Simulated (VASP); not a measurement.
# ZnCu (Pm-3m) in VASP: further runs

Runs on ZnCu. Level: r2SCAN. Tasks: single point.

All numbers are computed with VASP 6.6.1; they aren't measurements. Logs are shortened: lines on timing, memory, paths and dates and some standing lists are left out, and cuts for length are marked.

**1. The structure**

The structure is cubic, space group Pm-3m (No. 221). The conventional cell has a = 2.945 Å, b = 2.945 Å, c = 2.945 Å, α = 90.00°, β = 90.00°, γ = 90.00°. Zn (site symmetry m-3m) has 8 Cu at 2.55 Å as nearest neighbours. Cu (site symmetry m-3m) is surrounded by 8 Zn at 2.55 Å.

**2. Single point, r2SCAN**

INCAR

```
SYSTEM = ZnCu
PREC     = Accurate       ! precision mode
ENCUT    = 500            ! plane-wave cutoff, eV
EDIFF    = 1E-6           ! SCF threshold, eV
ISMEAR   = -1             ! smearing method
SIGMA    = 0.1            ! smearing width, eV
LREAL    = .FALSE.        ! projectors in reciprocal space
LASPH    = .TRUE.         ! aspherical terms in the spheres
NELM     = 100            ! most SCF steps
ALGO     = Normal         ! electronic algorithm
ISIF     = 2              ! what is computed and relaxed
LWAVE    = .FALSE.        ! write WAVECAR
LCHARG   = .FALSE.        ! write CHGCAR
METAGGA  = R2SCAN         ! meta-GGA
LMIXTAU  = .TRUE.       
ADDGRID  = .FALSE.
```

KPOINTS

```
regular mesh
0
G
  4 4 4
  0 0 0
```

POSCAR

```
ZnCu
1.0
    2.9450000000      0.0000000000      0.0000000000
    0.0000000000      2.9450000000      0.0000000000
    0.0000000000      0.0000000000      2.9450000000
Zn Cu
1 1
Direct
    0.5128410000      0.4877280000      0.4845920000
   -0.0040920000      0.0326400000      0.0060300000
```

Potentials or basis: VASP PAW PBE potentials, release 64 (Zn, Cu).

Run with:

```bash
> cat potpaw_PBE.64/Zn/POTCAR potpaw_PBE.64/Cu/POTCAR > POTCAR
> mpirun -np 1 vasp_std > vasp.out
```

OUTCAR:

```text
SYSTEM = ZnCu
   PREC = Accurate
   ENCUT = 500
   EDIFF = 1E-6
   ISMEAR = -1
   LREAL = .FALSE.
   LASPH = .TRUE.
   NELM = 100
   ISIF = 2
   METAGGA = R2SCAN

 Found     36 irreducible k-points:

 Following reciprocal coordinates:
            Coordinates               Weight
  0.000000  0.000000  0.000000      1.000000
  0.250000  0.000000  0.000000      2.000000
  0.000000  0.250000  0.000000      2.000000
  0.000000  0.000000  0.250000      2.000000
  0.500000  0.000000  0.000000      1.000000
  0.000000  0.500000  0.000000      1.000000
   k-points           NKPTS =     36   k-points in BZ     NKDIM =     36   number of bands    NBANDS=     15
   number of dos      NEDOS =    301   number of ions     NIONS =      2
   total plane-waves  NPLWV =  13824
   dimension x,y,z NGX =    24 NGY =   24 NGZ =   24
   dimension x,y,z NGXF=    48 NGYF=   48 NGZF=   48
   ions per type =               1   1
   NGX,Y,Z   is equivalent  to a cutoff of  13.55, 13.55, 13.55 a.u.
   NGXF,Y,Z  is equivalent  to a cutoff of  27.10, 27.10, 27.10 a.u.
 SYSTEM =  ZnCu
   PREC   = accura    normal or accurate (medium, high low for compatibility)
   ISTART =      0    job   : 0-new  1-cont  2-samecut
   ICHARG =      2    charge: 1-file 2-atom 10-const
   ISPIN  =      1    spin polarized calculation?
   LNONCOLLINEAR =      F non collinear calculations
   LSORBIT =      F    spin-orbit coupling
   LASPH  =      T    aspherical Exc in radial PAW
   ENCUT  =  500.0 eV  36.75 Ry    6.06 a.u.   5.37  5.37  5.37*2*pi/ulx,y,z
   NELM   =    100;   NELMIN=  2; NELMDL= -5     # of ELM steps
   EDIFF  = 0.1E-05   stopping-criterion for ELM
   LREAL  =      F    real-space projection
   EDIFFG = 0.1E-04   stopping-criterion for IOM
   NSW    =      0    number of steps for IOM
   IBRION =     -1    ionic relax: 0-MD 1-quasi-New 2-CG
   NFREE  =      0    steps in history (QN), initial steepest desc. (CG)
   ISIF   =      2    stress and relaxation
   ISYM   =      2    0-nonsym 1-usesym 2-fastsym
   POTIM  = 0.5000    time-step for ionic-motion
   TEBEG  =    0.0;   TEEND  =   0.0 temperature during run
   PSTRESS=    0.0 pullay stress
   NELECT =      23.0000    total number of electrons
   NUPDOWN=      -1.0000    fix difference up-down
   EMIN   =  10.00;   EMAX   =-10.00  energy-range for DOS
   EFERMI =   0.00;   METHOD = LEGACY
   ISMEAR =    -1;   SIGMA  =   0.10  broadening in eV -4-tet -1-fermi 0-gaus
   EFERMI_NEDOS =   21; number of points for ismear=-14 and -15
   IALGO  =     38    algorithm
   IMIX   =      4    mixing-type and parameters
     AMIX     =   0.40;   BMIX     =  1.00
     AMIX_MAG =   1.60;   BMIX_MAG =  1.00
  volume/ion in A,a.u.               =      12.77        86.18
  Fermi-wavevector in a.u.,A,eV,Ry     =   1.580880  2.987429 34.003415  2.499180
  Thomas-Fermi vector in A             =   2.681040
   LORBIT       =      0    0 simple, 1 ext, 2 COOP (PROOUT), +10 PAW based schemes
   METAGGA = R2SCAN    functional components
   LHFCALC =     F    Hartree Fock is set to
   AEXX    =    0.0000 exact exchange contribution
   IVDW    =     0    specifies the selected vdW correction
   LEPSILON=     F    determine dielectric tensor
   LRPA    =     F    only Hartree local field effects (RPA)
 non-spin polarized calculation
  energy-cutoff  :      500.00
  volume of cell :       25.54
 maximum number of plane-waves:       672
 NGX is ok and might be reduce to    24
   NGX = 11   NGY = 11   NGZ = 11

 number of electron      22.9999998 magnetization

 Free energy of the ion-electron system (eV)
  ---------------------------------------------------
  ext. energy  EPLUGINS =         0.00000000
  ---------------------------------------------------
  free energy    TOTEN  =       -19.95999868 eV

  energy without entropy =      -19.93863671  energy(sigma->0) =      -19.94931770

 E-fermi :   5.8211     XC(G=0): -13.5182

 val. band max:        5.7253233332   @ k =   0.2500   0.5000   0.5000
 cond. band min:       6.4374124698   @ k =   0.2500   0.0000   0.0000
 fundamental gap:      0.7120891366
 Fermi energy:         5.8210831584

 k-point     1 :       0.0000    0.0000    0.0000
  band No.  band energies     occupation
      1      -5.3912      2.00000
      2      -2.8246      2.00000
      3      -2.8114      2.00000
      4      -2.1060      2.00000
      5      -2.0818      2.00000
      6      -2.0794      2.00000
      7       1.6398      2.00000
      8       1.6601      2.00000
      9       2.5451      2.00000
     10       2.5453      2.00000
     11       2.5531      2.00000
     12      12.0234      0.00000
     13      12.0324      0.00000
     14      12.1107      0.00000
     15      16.8044      0.00000

 k-point     2 :       0.2500    0.0000    0.0000
  band No.  band energies     occupation
      1      -4.2546      2.00000
      2      -2.7081      2.00000
      3      -2.5798      2.00000
      4      -2.1877      2.00000
      5      -2.1716      2.00000
      6      -2.0506      2.00000
      7       1.6025      2.00000
      8       1.6647      2.00000
      9       2.2585      2.00000
     10       2.2721      2.00000
     11       2.5217      2.00000
     12       6.4374      0.00420
     13      13.7072      0.00000
     14      13.7511      0.00000
     15      17.4673      0.00000

 k-point     3 :       0.0000    0.2500    0.0000
  band No.  band energies     occupation
      1      -4.2601      2.00000
      2      -2.7142      2.00000
      3      -2.5704      2.00000
      4      -2.1768      2.00000
      5      -2.1704      2.00000
      6      -2.0570      2.00000
      7       1.6125      2.00000
      8       1.6544      2.00000
      9       2.2552      2.00000
     10       2.2588      2.00000
     11       2.5211      2.00000
     12       6.4649      0.00319
     13      13.6909      0.00000
     14      13.6959      0.00000
     15      17.5139      0.00000

 k-point     4 :       0.0000    0.0000    0.2500
  band No.  band energies     occupation
      1      -4.2552      2.00000
      2      -2.7088      2.00000
      3      -2.5789      2.00000
      4      -2.1864      2.00000
      5      -2.1720      2.00000
      6      -2.0510      2.00000
      7       1.6033      2.00000
      8       1.6639      2.00000
      9       2.2575      2.00000
     10       2.2715      2.00000
     11       2.5216      2.00000
     12       6.4401      0.00409
     13      13.7013      0.00000
     14      13.7500      0.00000
     15      17.4709      0.00000

 k-point     5 :       0.5000    0.0000    0.0000
  band No.  band energies     occupation
      1      -2.8354      2.00000
      2      -2.5949      2.00000
      3      -2.2752      2.00000
      4      -2.2669      2.00000
      5      -2.0167      2.00000
      6      -0.9987      2.00000
      7       0.0108      2.00000
      8       1.5694      2.00000
      9       2.0037      2.00000
     10       2.0243      2.00000
     11       2.4962      2.00000
     12       3.3061      2.00000
     13      17.5102      0.00000
     14      17.6382      0.00000
     15      18.2422      0.00000

 k-point     6 :       0.0000    0.5000    0.0000
  band No.  band energies     occupation
      1      -2.8514      2.00000
      2      -2.5985      2.00000
      3      -2.2629      2.00000
      4      -2.2589      2.00000
      5      -2.0192      2.00000
      6      -1.0158      2.00000
      7       0.0435      2.00000
      8       1.5644      2.00000
      9       2.0017      2.00000
     10       2.0057      2.00000
     11       2.4896      2.00000
     12       3.3223      2.00000
     13      17.4483      0.00000
     14      17.4614      0.00000
     15      18.5237      0.00000

 [... further k-points ...]

------------------------ aborting loop because EDIFF is reached ----------------------------------------

  FORCE on cell =-STRESS in cart. coord.  units (eV):
  Direction    XX          YY          ZZ          XY          YZ          ZX
  --------------------------------------------------------------------------------------
  -------------------------------------------------------------------------------------
  Total       -0.3313291     -0.4531203     -0.3524143     -0.1223162      0.1537472     -0.0599143
  in kB      -20.7832855    -28.4228859    -22.1058975     -7.6725317      9.6441074     -3.7582444
  external PRESSURE =     -23.7706896 kB  Pullay stress =       0.0000000 kB

 VOLUME and BASIS-vectors are now :
 -----------------------------------------------------------------------------
  energy-cutoff  :      500.00
  volume of cell :       25.54
      direct lattice vectors                 reciprocal lattice vectors
     2.945000000  0.000000000  0.000000000     0.339558574  0.000000000  0.000000000
     0.000000000  2.945000000  0.000000000     0.000000000  0.339558574  0.000000000
     0.000000000  0.000000000  2.945000000     0.000000000  0.000000000  0.339558574

 POSITION                                       TOTAL-FORCE (eV/Angst)
 -----------------------------------------------------------------------------------
      1.51032      1.43636      1.42712        -0.246337      0.586468      0.310328
      2.93295      0.09612      0.01776         0.246337     -0.586468     -0.310328
 -----------------------------------------------------------------------------------
    total drift:                               -0.001386      0.009336      0.007524

  FREE ENERGIE OF THE ION-ELECTRON SYSTEM (eV)
  ---------------------------------------------------
  free  energy   TOTEN  =       -19.9599986832 eV

  energy  without entropy=      -19.9386367139  energy(sigma->0) =      -19.94931770
```

It took 40 s on 1 thread of Intel Xeon Platinum 8259CL at 2.50GHz (Skylake/Cascade Lake), shared host; peak memory 0.15 GiB.

The run converged, but some of its settings lie outside the range that counts as converged, so its numbers aren't taken as properties of the crystal.

What came out:

| Item | Value |
| --- | --- |
| Free energy | -19.9600 eV |
| Pressure | -2.4 GPa |
| Largest force | 0.708 eV/Å |
| Band gap on the k mesh | none (metal or under the smearing width) |

Caveat: the k mesh is coarse (spacing up to 0.53 Å⁻¹), so the values aren't converged; the PAW data sets were made with another functional, which shifts forces and pressure a little.

**3. Single point, r2SCAN**

Edit INCAR of step 2 so:

```diff
@@ -2,3 +2,3 @@
 PREC     = Accurate       ! precision mode
-ENCUT    = 500            ! plane-wave cutoff, eV
+ENCUT    = 600            ! plane-wave cutoff, eV
 EDIFF    = 1E-6           ! SCF threshold, eV
```

KPOINTS is that of step 2.

POSCAR

```
ZnCu
1.0
    2.9450000000      0.0000000000      0.0000000000
    0.0000000000      2.9450000000      0.0000000000
    0.0000000000      0.0000000000      2.9450000000
Zn Cu
1 1
Direct
    0.5000000000      0.5000000000      0.5000000000
    0.0000000000      0.0000000000      0.0000000000
```

Potentials or basis: VASP PAW PBE potentials, release 64 (Zn, Cu).

Run with:

```bash
> cat potpaw_PBE.64/Zn/POTCAR potpaw_PBE.64/Cu/POTCAR > POTCAR
> mpirun -np 1 vasp_std > vasp.out
```

It took 19 s on 1 thread of Intel Xeon Platinum 8259CL at 2.50GHz (Skylake/Cascade Lake), shared host; peak memory 0.14 GiB.

The run converged, but some of its settings lie outside the range that counts as converged, so its numbers aren't taken as properties of the crystal.

What came out:

```
Free energy            : -20.0130 eV
Pressure               : -3.8 GPa
Band gap on the k mesh : none (metal or under the smearing width)
```

Caveat: the k mesh is coarse (spacing up to 0.53 Å⁻¹), so the values aren't converged; the PAW data sets were made with another functional, which shifts forces and pressure a little.

**4. The reference run**

An earlier run on the cell as given: functional PBE; potentials or basis VASP PAW PBE potentials, release 64 (Zn, Cu); cutoff 520 eV; k mesh 9 × 9 × 9; occupations fermi-dirac, width 0.05 eV; no spin polarisation.

- Pressure: 3.1 GPa
- Band gap on the k mesh: none (metal or under the smearing width)
